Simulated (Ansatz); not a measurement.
# LaH3O3: O-17 nuclear quadrupole resonance

Cell: a Materials Project structure (computed, not necessarily an observed phase), taken as it stands.

```cif
data_structure
_symmetry_space_group_name_H-M 'P 1'
_symmetry_Int_Tables_number 1
_cell_length_a 3.8311
_cell_length_b 6.5709
_cell_length_c 6.6122
_cell_angle_alpha 60.585
_cell_angle_beta 87.815
_cell_angle_gamma 87.613
_cell_volume 144.84
loop_
_atom_site_label
_atom_site_type_symbol
_atom_site_fract_x
_atom_site_fract_y
_atom_site_fract_z
_atom_site_occupancy
La1 La 0.21750 0.66086 0.66398 1
La2 La 0.72726 0.33053 0.32637 1
H3 H 0.13032 0.71366 0.12977 1
H4 H 0.23594 0.13151 0.13864 1
H5 H 0.24267 0.13878 0.69914 1
H6 H 0.75740 0.27164 0.86169 1
H7 H 0.64251 0.86120 0.85104 1
H8 H 0.64394 0.84490 0.28776 1
O9 O 0.23469 0.61246 0.07201 1
O10 O 0.25419 0.07574 0.30460 1
O11 O 0.21888 0.30708 0.59484 1
O12 O 0.72871 0.38939 0.91077 1
O13 O 0.71189 0.91473 0.68851 1
O14 O 0.73906 0.68677 0.38471 1
```

Atoms are numbered from 1 in the order listed; like atoms form one site, named after its first atom.

The numbers come from a DFT calculation in Ansatz (r2SCAN, plane waves and PAW, scalar-relativistic, 500 eV cutoff, Γ-centred 6×4×4 k-points, Fermi–Dirac smearing 0.02 eV).

O-17: I = 5/2, Q = -25.58 mb (year-2017 value). Static lattice, zero field.

Q: At which frequencies do the O-17 NQR lines lie?

A: For I = 5/2 and η = 0 the lines are 3|C_Q|/20 and twice that; η pulls their ratio below 2.

```tsv
site	atoms	V_zz (10²¹ V/m²)	C_Q (MHz)	η	line frequencies (MHz)
O9	9	12.48	-7.72	0.06	1.16, 2.31
O10	10	13.14	-8.12	0.09	1.23, 2.43
O11	11	12.87	-7.96	0.07	1.20, 2.39
O12	12	13.05	-8.07	0.07	1.22, 2.42
O13	13	12.88	-7.96	0.05	1.20, 2.39
O14	14	12.34	-7.63	0.09	1.15, 2.29
```

At O9, O10, O11, O12, O13 and O14 V_zz points along its bond to H (within 3°) in each case.

The largest force is 0.8 eV/Å, so the atoms aren't at the calculated equilibrium and relaxing them would move these values.
